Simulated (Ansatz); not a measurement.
HfN under pressure: fit and missing row

HfN, Fm-3m, a = 4.525 Å. Ansatz: r2SCAN, PAW, 500 eV, Γ-centred 16×16×16 mesh on 2 atoms, Gaussian smearing 0.10 eV; no spin polarisation. Cell and atoms are relaxed at each pressure, and no other structure is tried, so the rows at high pressure may lie past a change of phase.

```tsv
V (Å³/atom)	P (GPa)
?	59.99
10.605	30.00
11.041	15.00
11.280	7.93
11.464	3.00
11.585	-0.02
11.714	-3.08
```

**Question.** Take V0 = 11.585 Å³/atom, count pressures from its P0 = -0.02 GPa, fit the third-order Birch–Murnaghan form to the other rows, and predict the missing volume.

**Answer.** With the Eulerian strain f = ½[(V0/V)^(2/3) − 1] and y = (P − P0)/[3f(1 + 2f)^(5/2)], the form is the line y = B0 + 1.5 B0 (B0′ − 4) f. Rows (f, y): 0.03035, 284.5; 0.01629, 283.7; 0.00897, 282.6; 0.00351, 281.8; -0.00368, 282.3. Means f = 0.01109, y = 282.98; Σ(Δf)² = 0.0006781, ΣΔfΔy = 0.05281; the slope is their ratio. y = 282.1 + 77.88 f GPa, so B0 = 282.1 GPa and B0′ = 4 + 2 × (77.88)/(3 × 282.1) = 4.18. P = 59.99 GPa is met at f = 0.05405 (y = 286.31), so V = V0 (1 + 2f)^(−3/2) = 9.932 Å³/atom. The run gave 9.931 Å³/atom, so the fit is 0.001 Å³/atom too high, a small miss on the scale of the series. The form still works here, 91 % of the fitted range beyond its end.

The cell has an odd number of electrons and ran without spin polarisation, so a magnetic or disproportionated state may lie lower. Spin–orbit coupling is left out, which can shift energies with elements as heavy as these.

HfN is stiff, with B0 = 282.1 GPa, because compression has to shorten strong Hf–N bonds. These combine ionic attraction with covalent mixing of N 2p and Hf 5d states. The one valence electron per formula unit left after filling the N 2p-derived bands enters a broad, metallic Hf 5d band. In rocksalt no internal coordinate can relax to soften the response, so all bonds shorten together.

With B0′ = 4.18, close to the value of 4 at which the third-order term vanishes, the curve is nearly second order in strain, which is probably why the extrapolation to 59.99 GPa succeeds. The normalised pressure y rises with compression except at the expanded row, where it is 282.3 against 281.8 at the smallest compression. Division by a small strain magnifies rounding in the volumes there, so this reversal is no evidence of anomalous softening or stiffening. The slope, and hence B0′, rests mainly on the more compressed rows. A high bulk modulus alone does not establish hardness, which also depends on resistance to shear and on dislocation motion.
